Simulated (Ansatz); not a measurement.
Au:

```
CELL_PARAMETERS angstrom
0.00000 2.03500 2.03500
2.03500 0.00000 2.03500
2.03500 2.03500 0.00000
ATOMIC_POSITIONS crystal
Au 0.00000 0.00000 0.00000
```

```yaml
Program: Ansatz 0.2.0
Task: relaxation of cell and atoms
Functional: PBEsol
Dispersion: D3(BJ)
Potentials_or_basis: Ansatz PAW
Cutoff: "420 eV (not typed: the program's choice for these potentials)"
k_mesh: 11 × 11 × 11
Occupations: fermi-dirac, width 0.05 eV
Spin: no spin polarisation
```

At the start: volume 16.85 Å³/atom.

How do energy, volume and symmetry change on relaxing?

It ends after 4 steps and the volume is 16.45 Å³/atom (-2.4 %); space group Fm-3m (No. 225, to 0.05 Å).

The path:
```
step  energy change (eV)  largest force (eV/Å)  volume (Å³)
   1              0.0000                0.0000        16.85
   2             -0.0059                0.0000        16.49
   3             -0.0060                0.0000        16.45
   4             -0.0059                0.0000        16.45
```

Final structure:
```yaml
crystal:
  lattice:
    - [0.00000, 2.01853, 2.01853]
    - [2.01853, 0.00000, 2.01853]
    - [2.01853, 2.01853, 0.00000]
  atoms:
    - { symbol: Au, position: [0.00000, 0.00000, 0.00000] }
```

Caveat: the plane-wave basis is chosen anew once the cell has moved, so the energies of steps on either side of that aren't comparable; the PAW data sets come from PBE, with cores solved anew for the run's functional, which leaves a small shift of forces and pressure.
